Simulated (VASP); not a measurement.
# Tl (Im-3m) in VASP: notebook

One crystal, Tl, is run at these levels: BLYP+D3(BJ), PBEsol; tasks: relaxation of the atoms, single point.

Program: VASP 6.6.1. These are calculated values, not measurements. Logs are shortened: lines on timing, memory, paths and dates and some standing lists are left out, and cuts for length are marked.

### 1 The structure

The structure is cubic, space group Im-3m (No. 229). Conventional cell: a = 3.912 Å, b = 3.912 Å, c = 3.912 Å, α = 90.00°, β = 90.00°, γ = 90.00°. Tl (site symmetry m-3m) is surrounded by 8 Tl at 3.39 Å.

This isn't the form of Tl at room conditions, which is hcp.

### 2 Relaxation of the atoms, BLYP+D3(BJ) (cell strained at random at fixed volume)

INCAR

```
PREC = Accurate
ENCUT = 520
EDIFF = 1E-7
ISMEAR = 1
SIGMA = 0.1
LREAL = F
LASPH = T
NELM = 60
ALGO = Fast
ISIF = 2
LWAVE = F
LCHARG = F
GGA = B5
ALDAX = 1.0
AGGAX = 1.0
AGGAC = 1.0
ALDAC = 0.0
IVDW = 12
VDW_S6 = 1.0
VDW_S8 = 2.6996
VDW_A1 = 0.4298
VDW_A2 = 4.2359
IBRION = 2
NSW = 40
EDIFFG = -0.005
```

Tl.cif

```cif
data_Tl
_cell_length_a 3.32211029
_cell_length_b 3.39447058
_cell_length_c 3.41478588
_cell_angle_alpha 110.58104554
_cell_angle_beta 108.07536416
_cell_angle_gamma 108.92189475
_space_group_name_H-M_alt 'P-1'
_space_group_name_Hall '-P 1'
_space_group_IT_number 2
loop_
_space_group_symop_operation_xyz
'x,y,z'
'-x,-y,-z'
loop_
_atom_site_label
_atom_site_type_symbol
_atom_site_symmetry_multiplicity
_atom_site_Wyckoff_symbol
_atom_site_fract_x
_atom_site_fract_y
_atom_site_fract_z
_atom_site_occupancy
Tl1 Tl 1 d 0.5000000000 0.0000000000 0.0000000000 1
```

KPOINTS

```
regular mesh
0
Gamma
  10 10 9
```

POSCAR

```
Tl
 1.0000000000000000
     3.3221102899999999    0.0000000000000000    0.0000000000000000
    -1.1007552784957018    3.2110385135263306    0.0000000000000000
    -1.0594977660204352   -1.6321797144386512    2.8061034317751092
 Tl 
   1
Cartesian
  1.6610551450000000  0.0000000000000000  0.0000000000000000
```

Potentials or basis: VASP PAW PBE potentials, release 54 (Tl_d).

The run is started by

```
> ase convert -i cif -o vasp Tl.cif POSCAR
> cat potpaw_PBE.54/Tl_d/POTCAR > POTCAR
> mpirun -np 1 vasp_std > vasp.out
```

OUTCAR:

```text
PREC = Accurate
   ENCUT = 520
   EDIFF = 1E-7
   ISMEAR = 1
   LREAL = F
   LASPH = T
   NELM = 60
   ISIF = 2
   GGA = B5
   IVDW = 12
   IBRION = 2
   NSW = 40
   EDIFFG = -0.005
 IVDW          = 12

 ion  position               nearest neighbor table
   1  0.500  0.000  0.000-

  LATTYP: Found a triclinic cell.
 ALAT       =     8.8733004872
 B/A-ratio  =     0.6308318219
 C/A-ratio  =     0.3743939805
 COS(alpha) =     0.0073706240
 COS(beta)  =     0.2596407098
 COS(gamma) =     0.9503997943

  Lattice vectors:

 A1 = (   2.3038700365,  -6.4753979424,   5.6122068636)
 A2 = (   0.0412575125,  -4.8432182280,   2.8061034318)
 A3 = (   3.3221102900,   0.0000000000,   0.0000000000)

Analysis of symmetry for initial positions (statically):
=====================================================================
 Subroutine PRICEL returns:
 Original cell was already a primitive cell.

 Routine SETGRP: Setting up the symmetry group for a
 triclinic supercell.

 Subroutine GETGRP returns: Found  2 space group operations
 (whereof  2 operations were pure point group operations)
 out of a pool of  2 trial point group operations.

The static configuration has the point symmetry S_2 .

Analysis of symmetry for dynamics (positions and initial velocities):
=====================================================================
 Subroutine PRICEL returns:
 Original cell was already a primitive cell.

 Routine SETGRP: Setting up the symmetry group for a
 triclinic supercell.

 Subroutine GETGRP returns: Found  2 space group operations
 (whereof  2 operations were pure point group operations)
 out of a pool of  2 trial point group operations.

The dynamic configuration has the point symmetry S_2 .

 Subroutine INISYM returns: Found  2 space group operations
 (whereof  2 operations are pure point group operations),
 and found     1 'primitive' translations

----------------------------------------------------------------------------------------

                                     Primitive cell

  volume of cell :      29.9339

  direct lattice vectors                    reciprocal lattice vectors
     3.322110290  0.000000000  0.000000000     0.301013486  0.103188480  0.173673306
    -1.100755278  3.211038514  0.000000000     0.000000000  0.311425726  0.181141845
    -1.059497766 -1.632179714  2.806103432     0.000000000  0.000000000  0.356366051

  length of vectors
     3.322110290  3.394470580  3.414785880     0.362518135  0.360275382  0.356366051

  position of ions in fractional coordinates (direct lattice)
     0.500000000  0.000000000  0.000000000

[... 112 lines left out ...]
   NELECT =      13.0000    total number of electrons
   NUPDOWN=      -1.0000    fix difference up-down
   EMIN   =  10.00;   EMAX   =-10.00  energy-range for DOS
   EFERMI =   0.00;   METHOD = LEGACY
   ISMEAR =     1;   SIGMA  =   0.10  broadening in eV -4-tet -1-fermi 0-gaus
   EFERMI_NEDOS =   21; number of points for ismear=-14 and -15
   IALGO  =     68    algorithm
   IMIX   =      4    mixing-type and parameters
     AMIX     =   0.40;   BMIX     =  1.00
     AMIX_MAG =   1.60;   BMIX_MAG =  1.00
  volume/ion in A,a.u.               =      29.93       202.00
  Fermi-wavevector in a.u.,A,eV,Ry     =   1.239752  2.342792 20.911956  1.536985
  Thomas-Fermi vector in A             =   2.374222
   LORBIT       =      0    0 simple, 1 ext, 2 COOP (PROOUT), +10 PAW based schemes
   GGA     = B5    functional components
   LHFCALC =     F    Hartree Fock is set to
   AEXX    =    0.0000 exact exchange contribution
   IVDW    =    12    specifies the selected vdW correction
   LEPSILON=     F    determine dielectric tensor
   LRPA    =     F    only Hartree local field effects (RPA)
 conjugate gradient relaxation of ions
 non-spin polarized calculation
 RMM-DIIS sequential band-by-band and
 Methfessel and Paxton  Order N= 1 SIGMA  =   0.10
  energy-cutoff  :      520.00
  volume of cell :       29.93
 maximum number of plane-waves:       822
 NGX is ok and might be reduce to    28
   NGX = 13   NGY = 13   NGZ = 13

 number of electron      13.0000001 magnetization

 Free energy of the ion-electron system (eV)
  ---------------------------------------------------
  ext. energy  EPLUGINS =         0.00000000
  ---------------------------------------------------
  free energy    TOTEN  =        -1.63364898 eV

  energy without entropy =       -1.63370571  energy(sigma->0) =       -1.63366789

 E-fermi :   6.6539     XC(G=0):  -9.4049

 val. band max:        6.6093270671   @ k =  -0.3000   0.5000   0.4444
 cond. band min:       6.6658528311   @ k =   0.2000   0.1000   0.2222
 fundamental gap:      0.0565257640
 Fermi energy:         6.6538993075

 k-point     1 :       0.0000    0.0000    0.0000
  band No.  band energies     occupation
      1      -5.1225      2.00000
      2      -5.0456      2.00000
      3      -5.0269      2.00000
      4      -4.6792      2.00000
      5      -4.6578      2.00000
      6      -3.1720      2.00000
      7      16.3685      0.00000
      8      16.5489      0.00000
      9      17.0965      0.00000
     10      18.8603      0.00000
[... 495 lines left out ...]
 k-point    40 :       0.3000    0.4000   -0.0000
  band No.  band energies     occupation
      1      -5.1623      2.00000
      2      -4.9176      2.00000
      3      -4.8042      2.00000
      4      -4.6848      2.00000
      5      -4.5872      2.00000
      6       1.9379      2.00000
      7       5.9206      2.00000
      8       7.2939     -0.00000
      9      12.5507      0.00000
     10      19.0521      0.00000

 [... further k-points ...]

------------------------ aborting loop because EDIFF is reached ----------------------------------------

 Edisp (eV)   -0.80640

 E8    (eV) :    -0.6415

  FORCE on cell =-STRESS in cart. coord.  units (eV):
  Direction    XX          YY          ZZ          XY          YZ          ZX
  --------------------------------------------------------------------------------------
  -------------------------------------------------------------------------------------
  Total       0.16149     0.07017    -0.00293    -0.02882    -0.01713     0.01192
  in kB       8.64336     3.75603    -0.15658    -1.54272    -0.91707     0.63774
  external pressure =        4.08 kB  Pullay stress =        0.00 kB

 VOLUME and BASIS-vectors are now :
 -----------------------------------------------------------------------------
  energy-cutoff  :      520.00
  volume of cell :       29.93
      direct lattice vectors                 reciprocal lattice vectors
     3.322110290  0.000000000  0.000000000     0.301013486  0.103188480  0.173673306
    -1.100755278  3.211038514  0.000000000     0.000000000  0.311425726  0.181141845
    -1.059497766 -1.632179714  2.806103432     0.000000000  0.000000000  0.356366051

 POSITION                                       TOTAL-FORCE (eV/Angst)
 -----------------------------------------------------------------------------------
      1.66106      0.00000      0.00000         0.000000      0.000000      0.000000
 -----------------------------------------------------------------------------------
    total drift:                                0.000000      0.000000     -0.000000

  FREE ENERGIE OF THE ION-ELECTRON SYSTEM (eV)
  ---------------------------------------------------
  free  energy   TOTEN  =        -2.4400516023 eV

  energy  without entropy=       -2.4401083286  energy(sigma->0) =       -2.44007051

 reached required accuracy - stopping structural energy minimisation
```

CONTCAR:

```text
Tl
   1.00000000000000
     3.3221102899999999    0.0000000000000000    0.0000000000000000
    -1.1007552784957018    3.2110385135263306    0.0000000000000000
    -1.0594977660204352   -1.6321797144386512    2.8061034317751092
  Tl
     1
Direct
     0.5000000000000000    0.0000000000000000    0.0000000000000000

  0.00000000E+00  0.00000000E+00  0.00000000E+00
```

Run time: 2.9 min. Hardware: 1 thread of Intel Xeon Platinum 8488C (Sapphire Rapids), shared host; peak memory 0.27 GiB.

Results:

| Item | Value |
| --- | --- |
| Free energy | -2.4401 eV |
| Pressure after relaxing | 0.4 GPa |
| Band gap on the k mesh | none (metal or under the smearing width) |
| Dispersion energy per atom | -0.806 eV |

Stress tensor (GPa, compression positive):
```
 0.86 -0.15  0.06
-0.15  0.38 -0.09
 0.06 -0.09 -0.02
```

Final structure:
```cif
data_structure
_symmetry_space_group_name_H-M 'P 1'
_symmetry_Int_Tables_number 1
_cell_length_a 3.3221
_cell_length_b 3.3945
_cell_length_c 3.4148
_cell_angle_alpha 110.581
_cell_angle_beta 108.075
_cell_angle_gamma 108.922
_cell_volume 29.93
loop_
_atom_site_label
_atom_site_type_symbol
_atom_site_fract_x
_atom_site_fract_y
_atom_site_fract_z
_atom_site_occupancy
Tl1 Tl 0.50000 0.00000 0.00000 1
```

Caveat: the relaxation stopped at its first step, so nothing moved; the PAW data sets were made with another functional, which shifts forces and pressure a little; pairwise dispersion overbinds metals, which lowers pressure and volume. Spin-orbit coupling is left out, which matters for the levels of Tl.

(Part 1 of 2 ends here.)
